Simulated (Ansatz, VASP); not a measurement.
Two plane-wave programs on B

```
B
1.0
     0.00000    2.02594    2.02594
     2.02594    0.00000    2.02594
     2.02594    2.02594    0.00000
B
2
Cartesian
  2.0259 2.0259 2.0259
  3.0389 3.0389 3.0389
```

Alike in both runs: functional r2SCAN; k mesh 8 × 8 × 8; occupations gaussian, width 0.1 eV; no spin polarisation.

Ansatz relaxed the structure, and its values are those at the end. VASP's run is a single point on that final structure, the one shown.

|  | VASP | Ansatz |
| --- | --- | --- |
| version | VASP 6.6.1 | Ansatz 0.2.0 |
| potentials or method | VASP PAW PBE potentials, release 64 (B) | scalar-relativistic, plane waves, PAW |
| plane-wave cutoff (eV) | 520 | 500 |
| valence electrons in the cell | 6 | 6 |

```csv
,VASP,Ansatz,Ansatz less VASP
gap on the k mesh at the Fermi level (eV),none,none,-
pressure (GPa),0.2,0.2,-0.04
```

A gap of «none» marks a metal or a gap that the smearing closes.

Caveats: the PAW data sets were made with another functional, which shifts forces and pressure a little (VASP).
